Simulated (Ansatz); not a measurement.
AlCu$_{3}$: course of a relaxation

Theory: Ansatz, DFT PBEsol, scalar-relativistic, plane waves, PAW. Run with 420 eV cutoff, 12×12×12 k-mesh, Gaussian smearing of 0.10 eV, no spin polarisation.

What was changed: relaxed at -3 GPa.

Command:

```bash
ansatz run input.yaml --threads 1 --pin off --max-ram 2560MiB --backend cpu --events-out ev --progress --plain --runs-dir out
```

Input:

```yaml
crystal:
  lattice:
    - [3.6663419469, 0.0, 0.0]
    - [0.0, 3.6663419469, 0.0]
    - [0.0, 0.0, 3.6663419469]
  atoms:
    - { symbol: Al, position: [0.0, 0.0, 0.0] }
    - { symbol: Cu, position: [0.5, 0.5, 0.0] }
    - { symbol: Cu, position: [0.5, 0.0, 0.5] }
    - { symbol: Cu, position: [0.0, 0.5, 0.5] }
basis:
  ecutwfc: 420
kpoints:
  mp_grid: { grid: [12, 12, 12] }
hamiltonian:
  xc: pbesol
scf:
  occupations: { method: gaussian, width: 0.1 }
output:
  forces: true
  stress: true
  eigenvalues: true
relax:
  adjacent_minimum: "off"
  f_tol: 0.008
  max_steps: 50
  cell: { stress_tol: 0.08, p_target: -3.0 }
```

F is the free energy. Steps run on the plane waves of an earlier cell, but the last one, and at times one on the way, on a freshly chosen basis, so a repeated geometry can differ a little in energy. The relaxation lowers the enthalpy F + PV at the target pressure, so F itself can rise.

Steps:

```tsv
step	F − F(1) (eV)	largest force component (eV/Å)	V (Å³/atom)	P (GPa)
1	0.0000	0.000	12.321	-4.04
2	-0.0052	0.000	12.267	-3.45
3	-0.0085	0.000	12.226	-2.99
4	-0.0083	0.000	12.226	-2.99
```

Relaxed structure:

```cif
data_structure
_symmetry_space_group_name_H-M 'P 1'
_symmetry_Int_Tables_number 1
_cell_length_a 3.6569
_cell_length_b 3.6569
_cell_length_c 3.6569
_cell_angle_alpha 90.000
_cell_angle_beta 90.000
_cell_angle_gamma 90.000
_cell_volume 48.90
loop_
_atom_site_label
_atom_site_type_symbol
_atom_site_fract_x
_atom_site_fract_y
_atom_site_fract_z
_atom_site_occupancy
Al1 Al 0.00000 0.00000 0.00000 1
Cu1 Cu 0.50000 0.50000 0.00000 1
Cu2 Cu 0.50000 0.00000 0.50000 1
Cu3 Cu 0.00000 0.50000 0.50000 1
```

It takes space group Pm-3m (No. 221, cubic). The conventional cell has a = 3.657 Å, b = 3.657 Å, c = 3.657 Å, α = 90.00°, β = 90.00°, γ = 90.00°. Al (site symmetry m-3m) has 12 Cu at 2.59 Å as nearest neighbours. Cu (site symmetry 4/mmm) has 4 Al at 2.59 Å and 8 Cu at 2.59 Å as nearest neighbours.

The run converged. Time: 64 s on 1 thread of Intel(R) Xeon(R) Processor @ 2.50GHz (Skylake/Cascade Lake), with other jobs on the host, peak memory 0.43 GiB.